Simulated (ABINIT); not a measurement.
ZrB2:

```xyz
3
Lattice="3.1700 0.0000 0.0000 -1.5850 2.7453 0.0000 0.0000 0.0000 3.5330" Properties=species:S:1:pos:R:3 pbc="T T T"
Zr    0.0000    0.0000    0.0000
B     1.5850    0.9151    1.7665
B     0.0000    1.8302    1.7665
```

Base run:

```yaml
Program: ABINIT 10.8.3 (patched build)
Functional: PW91
Potentials_or_basis: JTH PAW PBE v2.0
Cutoff: 463 eV
k_mesh: 10 × 10 × 8
Occupations: fermi-dirac, width 0.05 eV
Spin: no spin polarisation
```

Its results: band gap on the k mesh none (metal or under the smearing width); pressure 0.7 GPa.

Question: After a change of settings the same cell gave: band gap on the k mesh none (metal or under the smearing width); pressure -5.4 GPa. Which change was it?
A. functional from PW91 to SOGGA
B. functional from PW91 to PBE
C. functional from PW91 to LDA; potentials or basis from JTH PAW PBE v2.0 to PseudoDojo NC SR LDA v0.4.1 standard; cutoff from 463 eV to 1034 eV
D. functional from PW91 to PBE; potentials or basis from JTH PAW PBE v2.0 to PseudoDojo NC SR PBE v0.4.1 standard; cutoff from 463 eV to 1034 eV

Answer: A.

SOGGA binds more tightly than PW91, so the same cell stands under less pressure.

Caveats: the PAW data sets were made with another functional, which shifts forces and pressure a little.
